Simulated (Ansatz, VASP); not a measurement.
**Al: VASP beside Ansatz**

```
Al
1.0
     0.00000    3.00306    3.00306
     3.00306    0.00000    3.00306
     3.00306    3.00306    0.00000
Al
2
Direct
  0.00000 0.00000 0.00000
  0.25000 0.25000 0.25000
```

Change from the starting cell: volume scaled by 0.98.

Alike in both runs: task single point; functional PBE; k mesh 9 × 9 × 9; occupations fermi-dirac, width 0.08 eV; no spin polarisation.

```csv
,VASP,Ansatz
version,VASP 6.6.1,Ansatz 0.2.0
potentials or method,"VASP PAW PBE potentials, release 64 (Al), cutoff 520 eV","all-electron LAPW, scalar-relativistic"
```

Ansatz gave:

| Item | Value |
| --- | --- |
| pressure (GPa) | 0.7 |

Q: Estimate VASP's values.

A: Pressure (GPa): 0.8.

Ansatz ran all-electron here, so the differences hold the error of VASP's frozen core and of both bases.
